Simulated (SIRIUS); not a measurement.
# Ti (P6_3/mmc) in SIRIUS: further runs

The runs below take Ti through equation of state, with PBEsol.

Everything below comes from runs of SIRIUS 7.12.0. Logs are shortened: lines on timing, memory, paths and dates and some standing lists are left out, and cuts for length are marked. The log counts tension as positive stress, the text compression.

## Step 1: The crystal as given

The structure is hexagonal, space group P6_3/mmc (No. 194). Conventional cell: a = 2.950 Å, b = 2.950 Å, c = 4.680 Å, α = 90.00°, β = 90.00°, γ = 120.00°. Around Ti (site symmetry -6m2) lie 12 Ti at 2.89 to 2.95 Å.

## Step 2: Equation of state, PBEsol, 16.58 Å³/atom (volume scaled by 0.94)

File sirius.json:

```json
{
  "control": {
    "processing_unit": "cpu",
    "std_evp_solver_name": "lapack",
    "gen_evp_solver_name": "lapack",
    "verbosity": 2,
    "print_forces": false,
    "ortho_rf": true,
    "use_second_variation": true,
    "rmt_max": 3.0,
    "num_bands_to_print": 23,
    "save_wf": true
  },
  "parameters": {
    "electronic_structure_method": "full_potential_lapwlo",
    "xc_functionals": ["XC_GGA_X_PBE_SOL", "XC_GGA_C_PBE_SOL"],
    "core_relativity": "dirac",
    "valence_relativity": "iora",
    "num_fv_states": 23,
    "smearing": "fermi_dirac",
    "smearing_width": 0.0018374661,
    "pw_cutoff": 20,
    "gk_cutoff": 3.67,
    "lmax_apw": 10,
    "lmax_rho": 8,
    "lmax_pot": 8,
    "num_mag_dims": 0,
    "auto_rmt": 0,
    "ngridk": [10, 10, 6],
    "shiftk": [0, 0, 0],
    "num_dft_iter": 80,
    "energy_tol": 1e-07,
    "density_tol": 1e-05,
    "use_symmetry": true
  },
  "settings": {"tol_ne": 1e-10},
  "iterative_solver": {"type": "exact"},
  "mixer": {"type": "anderson", "beta": 0.5, "max_history": 8},
  "unit_cell": {
    "lattice_vectors": [[5.4608909098, 0.0, 0.0], [-2.730445455, 4.7292702553, 0.0], [0.0, 0.0, 8.6633794773]],
    "atom_types": ["Ti"],
    "atom_files": {"Ti": "Ti.json"},
    "atoms": {"Ti": [[0.6666666667, 0.3333333333, 0.75], [0.3333333333, 0.6666666667, 0.25]]}
  }
}
```

File Ti.json:

```json
{
  "name": "titanium",
  "symbol": "Ti",
  "number": 22,
  "mass": 47.867,
  "rmin": 1e-06,
  "rmt": 2.4,
  "nrmt": 800,
  "rinf": 17.51,
  "core": "1s2s2p",
  "valence": [
    {"basis": [{"enu": 0.1, "dme": 0, "n": 0, "auto": 0}, {"enu": 0.1, "dme": 1, "n": 0, "auto": 0}]},
    {"l": 0, "n": 1, "basis": [{"enu": 0.2, "dme": 0, "n": 0, "auto": 0}]},
    {"l": 1, "n": 2, "basis": [{"enu": 0.2, "dme": 0, "n": 0, "auto": 0}]},
    {"l": 2, "n": 3, "basis": [{"enu": 0.2, "dme": 0, "n": 0, "auto": 0}]},
    {"l": 3, "n": 4, "basis": [{"enu": 0.2, "dme": 0, "n": 0, "auto": 0}]}
  ],
  "lo": [
    {"l": 0, "basis": [{"enu": 0.2, "dme": 0, "n": 0, "auto": 0}, {"enu": 0.2, "dme": 1, "n": 0, "auto": 0}]},
    {
      "l": 0,
      "basis": [{"enu": -1.9203, "dme": 0, "n": 3, "auto": 1}, {"enu": -1.9203, "dme": 1, "n": 3, "auto": 1}]
    },
    {"l": 0, "basis": [{"enu": -1.9203, "dme": 1, "n": 3, "auto": 1}, {"enu": 0.2, "dme": 0, "n": 0, "auto": 0}]},
    {"l": 0, "basis": [{"enu": 0.2, "dme": 0, "n": 0, "auto": 0}, {"enu": 2.9778, "dme": 0, "n": 0, "auto": 0}]},
    {"l": 1, "basis": [{"enu": 0.2, "dme": 0, "n": 0, "auto": 0}, {"enu": 0.2, "dme": 1, "n": 0, "auto": 0}]},
    {
      "l": 1,
      "basis": [{"enu": -1.0603, "dme": 0, "n": 3, "auto": 1}, {"enu": -1.0603, "dme": 1, "n": 3, "auto": 1}]
    },
    {"l": 1, "basis": [{"enu": -1.0603, "dme": 1, "n": 3, "auto": 1}, {"enu": 0.2, "dme": 0, "n": 0, "auto": 0}]},
    {"l": 1, "basis": [{"enu": 0.2, "dme": 0, "n": 0, "auto": 0}, {"enu": 3.3944, "dme": 0, "n": 0, "auto": 0}]},
    {"l": 2, "basis": [{"enu": 0.2, "dme": 0, "n": 0, "auto": 0}, {"enu": 0.2, "dme": 1, "n": 0, "auto": 0}]},
    {"l": 2, "basis": [{"enu": 0.2, "dme": 1, "n": 0, "auto": 0}, {"enu": 0.2, "dme": 2, "n": 0, "auto": 0}]},
    {"l": 2, "basis": [{"enu": 0.2, "dme": 0, "n": 0, "auto": 0}, {"enu": 2.9083, "dme": 0, "n": 0, "auto": 0}]},
    {"l": 3, "basis": [{"enu": 0.2, "dme": 0, "n": 0, "auto": 0}, {"enu": 0.2, "dme": 1, "n": 0, "auto": 0}]},
    {"l": 3, "basis": [{"enu": 0.2, "dme": 0, "n": 0, "auto": 0}, {"enu": 3.2208, "dme": 0, "n": 0, "auto": 0}]}
  ],
  "free_atom": [... radial grid and density of the free atom, the start of the SCF ...]
}
```

File sirius_start.json:

```json
{
  "control": {
    "processing_unit": "cpu",
    "std_evp_solver_name": "lapack",
    "gen_evp_solver_name": "lapack",
    "verbosity": 1,
    "print_forces": false,
    "ortho_rf": true,
    "use_second_variation": true,
    "rmt_max": 3.0,
    "num_bands_to_print": 23,
    "save_wf": false
  },
  "parameters": {
    "electronic_structure_method": "full_potential_lapwlo",
    "xc_functionals": ["XC_LDA_X", "XC_LDA_C_PW"],
    "core_relativity": "dirac",
    "valence_relativity": "iora",
    "num_fv_states": 23,
    "smearing": "fermi_dirac",
    "smearing_width": 0.0055123983,
    "pw_cutoff": 20,
    "gk_cutoff": 2.93,
    "lmax_apw": 10,
    "lmax_rho": 8,
    "lmax_pot": 8,
    "num_mag_dims": 0,
    "auto_rmt": 0,
    "ngridk": [4, 4, 2],
    "shiftk": [0, 0, 0],
    "num_dft_iter": 30,
    "energy_tol": 0.01,
    "density_tol": 0.05,
    "use_symmetry": true
  },
  "settings": {"tol_ne": 1e-10},
  "iterative_solver": {"type": "exact"},
  "mixer": {"type": "anderson", "beta": 0.5, "max_history": 8},
  "unit_cell": {
    "lattice_vectors": [[5.4608909098, 0.0, 0.0], [-2.730445455, 4.7292702553, 0.0], [0.0, 0.0, 8.6633794773]],
    "atom_types": ["Ti"],
    "atom_files": {"Ti": "Ti.json"},
    "atoms": {"Ti": [[0.6666666667, 0.3333333333, 0.75], [0.3333333333, 0.6666666667, 0.25]]}
  }
}
```

Potentials or basis: all-electron FP-LAPW, apw+lo standard.

The run is started by

```bash
OMP_NUM_THREADS=1 sirius.scf --input=sirius_start.json --output=start.json
OMP_NUM_THREADS=1 sirius.scf --input=sirius.json --output=output.json --task=1
```

What it wrote:

```text
[info] SIRIUS version : 7.12.0
[info] number of MPI ranks           : 1
[info] MPI grid                      : 1 1
[info] maximum number of OMP threads : 1
[fft] FFT context for density and potential
[fft] =====================================
[fft]   plane wave cutoff                     : 20
[fft]   grid size                             : 40 40 60   total : 96000
[fft]   grid limits                           : -19 20   -19 20   -29 30
[fft]   number of G-vectors within the cutoff : 30289
[fft]   number of G-shells                    : 1571
[fft] FFT context for coarse grid
[fft] =====================================
[fft]   plane wave cutoff                     : 7.34
[fft]   grid size                             : 15 15 24   total : 5400
[fft]   grid limits                           : -7 7   -7 7   -11 12
[fft]   number of G-vectors within the cutoff : 1461
[fft]   number of G-shells                    : 107
[unit cell] lattice vectors
[unit cell]   a1 :       5.4608909098      0.0000000000      0.0000000000
[unit cell]   a2 :      -2.7304454550      4.7292702553      0.0000000000
[unit cell]   a3 :       0.0000000000      0.0000000000      8.6633794773
[unit cell] reciprocal lattice vectors
[unit cell]   b1 :       1.1505787995      0.6642869796     -0.0000000000
[unit cell]   b2 :       0.0000000000      1.3285739592      0.0000000000
[unit cell]   b3 :       0.0000000000     -0.0000000000      0.7252580040
[unit cell] unit cell volume :       223.74068916 [a.u.^3]
[unit cell] 1/sqrt(omega)    :         0.06685402
[unit cell] MT volume        :       115.81167158 (51.76%)
[unit cell] IT volume        :       107.92901758 (48.24%)
[unit cell] number of atom types : 1
[unit cell] type id : 0 symbol : Ti mt_radius :   2.400000 num_atoms : 2
[unit cell] total number of atoms : 2
[unit cell] number of symmetry classes : 1
[unit cell] atom id  type id  class id             position                      vector_field
[unit cell] ------------------------------------------------------------------------------------------
[unit cell]      0        0        0      0.66667   0.33333   0.75000      0.00000   0.00000   0.00000
[unit cell]      1        0        0      0.33333   0.66667   0.25000      0.00000   0.00000   0.00000
[unit cell] atom id         position (Cartesian, a.u.)
[unit cell] ---------------------------------------------
[unit cell]      0       2.730445    1.576423    6.497535
[... 279 lines left out ...]
[generate_radial_functions] augmented waves
[generate_radial_functions] local orbitals
[generate_radial_functions] {l: 0, n: 3, enu: -1.77708, dme: 0, auto: 1}
[generate_radial_functions] {l: 0, n: 3, enu: -1.77708, dme: 1, auto: 1}
[generate_radial_functions] {l: 0, n: 3, enu: -1.77708, dme: 1, auto: 1}
[generate_radial_functions] {l: 1, n: 3, enu: -0.905894, dme: 0, auto: 1}
[generate_radial_functions] {l: 1, n: 3, enu: -0.905894, dme: 1, auto: 1}
[generate_radial_functions] {l: 1, n: 3, enu: -0.905894, dme: 1, auto: 1}
[diagonalize] Lowest band energies
[diagonalize] ik:    0   -1.782986   -1.776774   -0.929151   -0.901593   -0.901593   -0.898433   -0.897292   -0.897292    0.063240    0.191136    0.323535    0.323535    0.327030    0.327925    0.343180    0.343180    0.357147    0.357147    0.417317    0.417317    0.617196    0.841635    0.942685
[diagonalize] ik:    1   -1.782540   -1.776597   -0.928201   -0.903542   -0.902236   -0.899315   -0.898834   -0.897544    0.073961    0.199547    0.307207    0.307322    0.331318    0.336591    0.341237    0.350114    0.351052    0.351186    0.420485    0.446387    0.615976    0.839304    0.918898
[diagonalize] ik:    2   -1.781336   -1.776165   -0.925550   -0.908704   -0.904458   -0.903856   -0.900045   -0.898273    0.103940    0.219031    0.273786    0.285615    0.325067    0.338098    0.340619    0.353205    0.358949    0.369254    0.426304    0.501211    0.612642    0.775467    0.874734
[diagonalize] ik:    3   -1.779739   -1.775730   -0.921759   -0.915147   -0.910514   -0.905758   -0.902040   -0.899249    0.145983    0.228416    0.245662    0.272851    0.322171    0.324771    0.329573    0.384416    0.385974    0.395821    0.430856    0.562284    0.605744    0.683265    0.802523
[diagonalize] ik:    4   -1.778267   -1.775549   -0.920370   -0.917830   -0.915222   -0.907242   -0.904507   -0.900076    0.185634    0.219406    0.227547    0.271446    0.315374    0.321384    0.333661    0.413825    0.421816    0.425475    0.433306    0.560472    0.621280    0.646715    0.747381
[diagonalize] ...
[diagonalize] ik:   51   -1.776590   -1.776590   -0.924035   -0.924035   -0.907175   -0.907175   -0.903389   -0.903389    0.201993    0.201993    0.265895    0.265895    0.321100    0.321100    0.366967    0.366967    0.424636    0.424636    0.460518    0.460518    0.636958    0.636958    0.795355
[diagonalize] ik:   52   -1.777265   -1.777265   -0.920306   -0.920306   -0.907222   -0.907222   -0.902838   -0.902838    0.202752    0.202752    0.272197    0.272197    0.295710    0.295710    0.352379    0.352379    0.426780    0.426780    0.436520    0.436520    0.742331    0.742331    0.763310
[diagonalize] ik:   53   -1.776591   -1.776591   -0.922177   -0.922177   -0.909582   -0.909582   -0.902929   -0.902929    0.215441    0.215441    0.272289    0.272289    0.293435    0.293435    0.356037    0.356037    0.426250    0.426250    0.478899    0.478899    0.669749    0.669749    0.727724
[diagonalize] ik:   54   -1.776333   -1.776333   -0.922851   -0.922851   -0.910595   -0.910595   -0.902891   -0.902891    0.219006    0.219006    0.271857    0.271857    0.292761    0.292761    0.363638    0.363638    0.421544    0.421544    0.507212    0.507212    0.628814    0.628814    0.716837
[diagonalize] ik:   55   -1.776234   -1.776234   -0.921582   -0.921582   -0.912721   -0.912721   -0.902718   -0.902718    0.234972    0.234972    0.262702    0.262702    0.286726    0.286726    0.357940    0.357940    0.420000    0.420000    0.535720    0.535720    0.633641    0.633641    0.671318
[generate_core_charge_density] atom class : 0
[generate_core_charge_density]   n,l,k : 1 0 1  energy :        -178.17279453
[generate_core_charge_density]   n,l,k : 2 0 1  energy :         -19.19176018
[generate_core_charge_density]   n,l,k : 2 1 1  energy :         -15.94077010
[generate_core_charge_density]   n,l,k : 2 1 2  energy :         -15.72899630
[find] Total energy                   :   -1705.74311810 (Ha),   -3411.48623621 (Ry)
[find] iteration : 1, RMS (target) : 6.8767e-02 (1.0000e-05) , energy difference (target) : -3.4696e-05 (1.0000e-07)
[find] Total energy                   :   -1705.74310713 (Ha),   -3411.48621427 (Ry)
[find] iteration : 2, RMS (target) : 5.2364e-03 (1.0000e-05) , energy difference (target) : 1.0970e-05 (1.0000e-07)
[find] Total energy                   :   -1705.74311619 (Ha),   -3411.48623238 (Ry)
[find] iteration : 3, RMS (target) : 1.2655e-03 (1.0000e-05) , energy difference (target) : -9.0566e-06 (1.0000e-07)
[find] Total energy                   :   -1705.74311736 (Ha),   -3411.48623472 (Ry)
[find] iteration : 4, RMS (target) : 6.7070e-05 (1.0000e-05) , energy difference (target) : -1.1677e-06 (1.0000e-07)
[find] Total energy                   :   -1705.74311729 (Ha),   -3411.48623458 (Ry)
[find] iteration : 5, RMS (target) : 1.7535e-05 (1.0000e-05) , energy difference (target) : 6.6284e-08 (1.0000e-07)
[find] Charges and magnetic moments
[find] --------------------------------------------------------------------------------
[find] atom      charge    core leakage
[... 8 lines left out ...]
[find] valence_eval_sum               :     -15.99986300
[find] core_eval_sum                  :    -978.81424739
[find] kinetic energy                 :    1721.77112924
[find] enuc                           :   -2040.69132476
[find] <rho|V^{XC}>                   :    -107.85726667
[find] <rho|E^{XC}>                   :     -82.45891398
[find] <mag|B^{XC}>                   :       0.00000000
[find] <rho|V^{H}>                    :   -2608.72797295
[find] smearing (-TS)                 :      -0.00070833
[find] SCF correction                 :      -0.00002131
[find] Total energy                   :   -1705.74311729 (Ha),   -3411.48623458 (Ry)
[find] Free energy (E-TS)             :   -1705.74382562 (Ha),   -3411.48765124 (Ry)
[find] band gap (eV)                  :       0.00000000
[find] Efermi                         :       0.30161169
[find] iteration : 6, RMS (target) : 1.6057e-06 (1.0000e-05) , energy difference (target) : 2.9879e-09 (1.0000e-07)
[find] converged after 7 SCF iterations!
[find] Charges and magnetic moments
[find] --------------------------------------------------------------------------------
[find] atom      charge    core leakage
[find] --------------------------------------------------------------------------------
[find]    0   20.420111    6.073370e-10
[find]    1   20.420111    6.073370e-10
[find] total core leakage    : 1.21467392e-09
[find] interstitial charge   : 3.159776
[find] total charge          : 43.999999
[find] Energy
[find] --------------------------------------------------------------------------------
[find] valence_eval_sum               :     -15.99986300
[find] core_eval_sum                  :    -978.81424739
[find] kinetic energy                 :    1721.77112924
[find] enuc                           :   -2040.69132476
[find] <rho|V^{XC}>                   :    -107.85726667
[find] <rho|E^{XC}>                   :     -82.45891398
[find] <mag|B^{XC}>                   :       0.00000000
[find] <rho|V^{H}>                    :   -2608.72797295
[find] smearing (-TS)                 :      -0.00070833
[find] SCF correction                 :      -0.00002131
[find] Total energy                   :   -1705.74311729 (Ha),   -3411.48623458 (Ry)
[find] Free energy (E-TS)             :   -1705.74382562 (Ha),   -3411.48765124 (Ry)
[find] band gap (eV)                  :       0.00000000
[find] Efermi                         :       0.30161169
```

Wall time 42 s (1 thread of Arm Neoverse V1, shared host); peak memory 0.43 GiB.

What came out:

| Quantity | Value |
| --- | --- |
| Free energy | -46415.6541 eV |
| Band gap on the k mesh | none (metal or under the smearing width) |
| All electrons inside the program's atomic spheres | Ti 20.42 (radii Ti 2.4 bohr) |

## Step 3: Equation of state, PBEsol, 16.93 Å³/atom (volume scaled by 0.96)

Changes to sirius.json since step 2:

```diff
@@ -39,3 +39,3 @@
   "unit_cell": {
-    "lattice_vectors": [[5.4608909098, 0.0, 0.0], [-2.730445455, 4.7292702553, 0.0], [0.0, 0.0, 8.6633794773]],
+    "lattice_vectors": [[5.4993491551, 0.0, 0.0], [-2.7496745777, 4.7625760728, 0.0], [0.0, 0.0, 8.724391202]],
     "atom_types": ["Ti"],
```

Ti.json is that of step 2.

Changes to sirius_start.json since step 2:

```diff
@@ -39,3 +39,3 @@
   "unit_cell": {
-    "lattice_vectors": [[5.4608909098, 0.0, 0.0], [-2.730445455, 4.7292702553, 0.0], [0.0, 0.0, 8.6633794773]],
+    "lattice_vectors": [[5.4993491551, 0.0, 0.0], [-2.7496745777, 4.7625760728, 0.0], [0.0, 0.0, 8.724391202]],
     "atom_types": ["Ti"],
```

Potentials or basis: all-electron FP-LAPW, apw+lo standard.

The run is started by

```bash
OMP_NUM_THREADS=1 sirius.scf --input=sirius_start.json --output=start.json
OMP_NUM_THREADS=1 sirius.scf --input=sirius.json --output=output.json --task=1
```

Wall time 42 s (1 thread of Arm Neoverse V1, shared host); peak memory 0.43 GiB.

It converged, with:

| Item | Value |
| --- | --- |
| Free energy | -46415.6533 eV |
| Band gap on the k mesh | none (metal or under the smearing width) |
| All electrons inside the program's atomic spheres | Ti 20.39 (radii Ti 2.4 bohr) |

## Step 4: Equation of state, PBEsol, 17.28 Å³/atom (volume scaled by 0.98)

Changes to sirius.json since step 3:

```diff
@@ -39,3 +39,3 @@
   "unit_cell": {
-    "lattice_vectors": [[5.4993491551, 0.0, 0.0], [-2.7496745777, 4.7625760728, 0.0], [0.0, 0.0, 8.724391202]],
+    "lattice_vectors": [[5.5372768995, 0.0, 0.0], [-2.7686384499, 4.7954224629, 0.0], [0.0, 0.0, 8.7845613186]],
     "atom_types": ["Ti"],
```

Ti.json is that of step 3.

Changes to sirius_start.json since step 3:

```diff
@@ -39,3 +39,3 @@
   "unit_cell": {
-    "lattice_vectors": [[5.4993491551, 0.0, 0.0], [-2.7496745777, 4.7625760728, 0.0], [0.0, 0.0, 8.724391202]],
+    "lattice_vectors": [[5.5372768995, 0.0, 0.0], [-2.7686384499, 4.7954224629, 0.0], [0.0, 0.0, 8.7845613186]],
     "atom_types": ["Ti"],
```

The run is started by

```bash
OMP_NUM_THREADS=1 sirius.scf --input=sirius_start.json --output=start.json
OMP_NUM_THREADS=1 sirius.scf --input=sirius.json --output=output.json --task=1
```

Run time: 42 s. Hardware: 1 thread of Arm Neoverse V1, shared host; peak memory 0.44 GiB.

Results (log left out):

```yaml
Free_energy: -46415.6420 eV
Band_gap_on_the_k_mesh: none (metal or under the smearing width)
All_electrons_inside_the_program's_atomic_spheres: Ti 20.36 (radii Ti 2.4 bohr)
```

[end of part 1 of 2]
